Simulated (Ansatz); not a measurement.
Runs of Ansatz 0.2.0 on TiAl. The structure is cubic, space group Pm-3m (No. 221). The conventional cell has a = 3.179 Å, b = 3.179 Å, c = 3.179 Å, α = 90.00°, β = 90.00°, γ = 90.00°. Around Ti (site symmetry m-3m) lie 8 Al at 2.75 Å. Al (site symmetry m-3m) has 8 Ti at 2.75 Å as nearest neighbours. The cell comes from a database or a generator and needn't be the stable form of this composition.

| task | level | potentials or basis | cell | k mesh | cutoff (eV) | smearing | points for each segment of the path | mesh quality | gap on the mesh (eV) | pressure (GPa) | relaxed volume (Å³/atom) |
| --- | --- | --- | --- | --- | --- | --- | --- | --- | --- | --- | --- |
| band structure | r2SCAN | Ansatz PAW | as given | 5 × 5 × 5 | 500 | fermi-dirac 0.05 eV | 14 | coarse | none | -0.8 | - |
| band structure | PBEsol | Ansatz PAW earlier set | as given | 8 × 8 × 8 | 900 | fermi-dirac 0.05 eV | 14 | not flagged | none | -2.4 | - |
| density of states | r2SCANh | Ansatz PAW | as given | 5 × 5 × 5 | 500 | methfessel-paxton 0.1 eV | - | coarse | none | - | - |
| relaxation of cell and atoms | BLYP+D3(BJ) | Ansatz PAW | relaxed | 8 × 8 × 8 | 420 | fermi-dirac 0.05 eV | - | not flagged | none | 0.0 | (a) |
| relaxation of cell and atoms | PBEsol+D4 | Ansatz PAW | relaxed | 8 × 8 × 8 | 420 | fermi-dirac 0.05 eV | - | not flagged | none | 0.0 | 15.51 |

Alike in all rows: no spin polarisation.

Problem. Estimate the missing entries.

Solution. (a) 14.90.

Caveats: some runs use coarse meshes; the PAW data sets come from PBE, with cores solved anew for the run's functional, which leaves a small shift of forces and pressure; the plane-wave basis is chosen anew once the cell has moved, so the energies of steps on either side of that aren't comparable (some runs); pairwise dispersion overbinds metals, which lowers pressure and volume (some runs); the density of states is complete only up to the lowest level of the last band computed (some runs); the potentials were made for another functional, which shifts forces and pressure (some runs).

A k mesh can miss the band edges.

A gap of «none» marks a metal or a gap under the smearing width.

Not every run made on this cell is shown here.
